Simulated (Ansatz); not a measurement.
A run of Ansatz 0.2.0 is set up as follows.

The input input.yaml:

```yaml
crystal:
  lattice:
    - [0.0, 2.5663, 2.5663]
    - [2.5663, 0.0, 2.5663]
    - [2.5663, 2.5663, 0.0]
  atoms:
    - { symbol: Sr, position: [0.5, 0.5, 0.5] }
    - { symbol: O, position: [0.0, 0.0, 0.0] }
hamiltonian:
  xc: pbesol
  pseudopotentials: { kind: paw }
  dispersion: d4
kpoints:
  mp_grid: { grid: [9, 9, 9] }
scf:
  occupations: { method: fermi_dirac, width: 0.05 }
output:
  forces: true
  stress: true
  write_density: true
  write_potential: true
  elf: true
  volumetric_format: npy
relax:
  f_tol: 0.01
  max_steps: 40
  cell: { stress_tol: 0.05 }
```

Potentials or basis: Ansatz PAW.

Launch:

```bash
$ ansatz run input.yaml --threads 2 --pin off --max-ram 5632MiB --backend cpu --events-out ev --progress --plain --runs-dir out
```

(1) Predict the space group after relaxing (to 0.05 Å).

(2) Predict the band gap on the k mesh.

(3) What does it give for the relaxed volume?

(4) What does it give for the relaxed cell?

Results:

(1) Fm-3m (No. 225).

(2) 3.25 eV, indirect (least direct gap 3.32 eV).

(3) 16.62 Å³/atom.

(4) a = 3.609 Å, b = 3.609 Å, c = 3.609 Å, α = 60.00°, β = 60.00°, γ = 60.00°.

Caveat: odd divisions of the mesh miss points on the zone boundary, where band edges often lie, so the gap on the mesh can be too wide; the plane-wave basis is chosen anew once the cell has moved, so the energies of steps on either side of that aren't comparable; the pressure holds a Pulay correction of +0.4 GPa for the finite cutoff; the PAW data sets come from PBE, with cores solved anew for the run's functional, which leaves a small shift of forces and pressure.
